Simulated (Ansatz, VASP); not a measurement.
AlN in VASP and in Ansatz

POSCAR

```
AlN
1.0
    0.0000000000      1.9327921000      2.0345180000
    1.9327921000      0.0000000000      2.0345180000
    1.9327921000      1.9327921000      0.0000000000
Al N
1 1
Direct
    0.5000000000      0.5000000000      0.5000000000
    0.0000000000      0.0000000000      0.0000000000
```

INCAR.step1

```
SYSTEM = AlN
ALGO = Normal
EDIFF = 1E-4
ENCUT = 520
GGA = PE
ISMEAR = 0
LASPH = .True.
LCHARG = .False.
LREAL = .False.
LWAVE = .True.
NBANDS = 11
NELM = 80
PREC = Accurate
SIGMA = 0.05
```

File INCAR.step2:

```
SYSTEM = AlN
ALGO = Normal
EDIFF = 1E-6
ENCUT = 520
ISIF = 2
ISMEAR = 0
ISTART = 1
LASPH = .True.
LCHARG = .True.
LELF = .True.
LMIXTAU = .True.
LREAL = .False.
LVHAR = .True.
LWAVE = .False.
METAGGA = R2SCAN
NBANDS = 11
NELM = 80
PREC = Accurate
SIGMA = 0.05
```

KPOINTS

```
k-points
0
Gamma
  10 10 10
  0 0 0
```

Input for Ansatz:

```yaml
crystal:
  lattice:
    - [0.0, 1.9327921, 2.034518]
    - [1.9327921, 0.0, 2.034518]
    - [1.9327921, 1.9327921, 0.0]
  atoms:
    - { symbol: Al, position: [0.5, 0.5, 0.5] }
    - { symbol: "N", position: [0.0, 0.0, 0.0] }
basis:
  ecutwfc: 500
kpoints:
  mp_grid: { grid: [10, 10, 10] }
hamiltonian:
  xc: r2scan
scf:
  occupations: { method: gaussian, width: 0.05 }
output:
  forces: true
  stress: true
  eigenvalues: true
```

Change from the starting cell: strain -0.050 along x and y, +0.000 along z, atoms carried along.

Alike in both runs: task single point; functional r2SCAN; k mesh 10 × 10 × 10; occupations gaussian, width 0.05 eV; no spin polarisation.

|  | VASP | Ansatz |
| --- | --- | --- |
| version | VASP 6.6.1 | Ansatz 0.2.0 |
| potentials or method | VASP PAW PBE potentials, release 64 (Al, N) | scalar-relativistic, plane waves, PAW |
| plane-wave cutoff (eV) | 520 | 500 |
| valence electrons in the cell | 8 | 8 |

VASP gave:

| Quantity | Value |
| --- | --- |
| gap on the k mesh at the Fermi level (eV) | 5.47 |
| least direct gap on the mesh (eV) | 7.53 |
| pressure (GPa) | 26.4 |
| largest component of the traceless stress (GPa) | 14.68 |

Task: What did Ansatz give for the same quantities?

Result: gap on the k mesh at the Fermi level (eV): 5.51; least direct gap on the mesh (eV): 7.48; pressure (GPa): 27.2; largest component of the traceless stress (GPa): 14.44.

With one functional, cell and mesh, what is left measures potentials, basis and numerics.

Caveats: so large a pressure means that the cell lies far from this level's equilibrium, or that cutoff or potentials fall short (VASP); the potentials were made for another functional, which shifts forces and pressure (VASP). A k mesh can miss the band edges.
